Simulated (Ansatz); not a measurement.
P: energy along a strain

P, Pm-3m, a = 2.391 Å. This isn't the element's structure at ambient conditions. Ansatz: PBEsol+D3(BJ), PAW, 420 eV, Γ-centred 24×24×24 mesh on 1 atom, Gaussian smearing 0.15 eV; no spin polarisation. Cell vectors (Å): 2.390 0.000 0.000; 0.000 2.390 0.000; 0.000 0.000 2.391. The cell is strained by x per cent times the pattern (0 0 0 0 0 1) in the order xx yy zz yz xz xy (engineering shears), with fractional coordinates held. y is the free energy over the start, V0 = 13.661 Å³/atom. Symmetry makes y even in x. Points with a strain past 8.5 % were computed too (4) and aren't used here.

| x (%) | y (meV/atom) |
| --- | --- |
| -7.50 | 15.35 |
| 0.00 | 0.00 |
| 1.87 | ? |
| 3.75 | 3.50 |
| 5.62 | 8.28 |

Task: Fit y = c2 x² + c4 x⁴ to the other rows, get the stiffness along the pattern, and predict the missing energy.

Result: Least squares on the rows shown. y = 0.24550 x² + 0.00048960 x⁴. The clamped-ion stiffness p·C·p = 2 × 2.455 eV × 160.2 / 13.661 Å³ = 58 GPa, which is C66 in these axes (C44 of the cubic crystal). At x = 1.87 the fit asked for gives 0.86 meV/atom. The run gave 0.86 meV/atom, the same to the digits shown.

Cost: 9 runs of about 1.3 core-minutes in all, on Intel Xeon Platinum 8488C (Sapphire Rapids) (shared hosts).